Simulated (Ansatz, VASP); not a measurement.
**Two plane-wave programs on Bi2TeSe2**

```
Bi Te Se
1.0
     2.12181    1.22503   10.24649
    -2.12181    1.22503   10.24649
     0.00000   -2.45006   10.24649
Bi Te Se
2 1 2
Direct
  0.60651 0.60651 0.60651
  0.39679 0.39679 0.39679
  0.21496 0.21496 0.21496
  0.00243 0.00243 0.00243
  0.77931 0.77931 0.77931
```

The cell comes from a database or a generator and needn't be the stable form of this composition.

Alike in both runs: task single point; functional PBEsol; k mesh 6 × 6 × 6; occupations gaussian, width 0.1 eV; no spin polarisation.

|  | VASP | Ansatz |
| --- | --- | --- |
| version | VASP 6.6.1 | Ansatz 0.2.0 |
| potentials or method | VASP PAW PBE potentials, release 64 (Bi_d, Te, Se) | scalar-relativistic, plane waves, PAW |
| plane-wave cutoff (eV) | 520 | 420 |
| valence electrons in the cell | 48 | 78 |

Ansatz gave:

| Quantity | Value |
| --- | --- |
| gap on the k mesh at the Fermi level (eV) | 0.52 |
| least direct gap on the mesh (eV) | 0.52 |
| pressure (GPa) | -1.5 |
| rms of the force components (eV/Å) | 0.039 |

Q: Estimate VASP's values.

A: gap on the k mesh at the Fermi level (eV): 0.51; least direct gap on the mesh (eV): 0.51; pressure (GPa): -1.4; rms of the force components (eV/Å): 0.044.

Atom by atom the forces differ by 0.008 eV/Å (rms over components). With one functional, cell and mesh, what is left measures potentials, basis and numerics. The two sets of potentials don't hold the same shells in valence.

Caveats: the PAW data sets were made with another functional, which shifts forces and pressure a little (VASP); spin-orbit coupling is left out, which as a rule narrows the gap of such compounds by several tenths of an eV. A k mesh can miss the band edges.
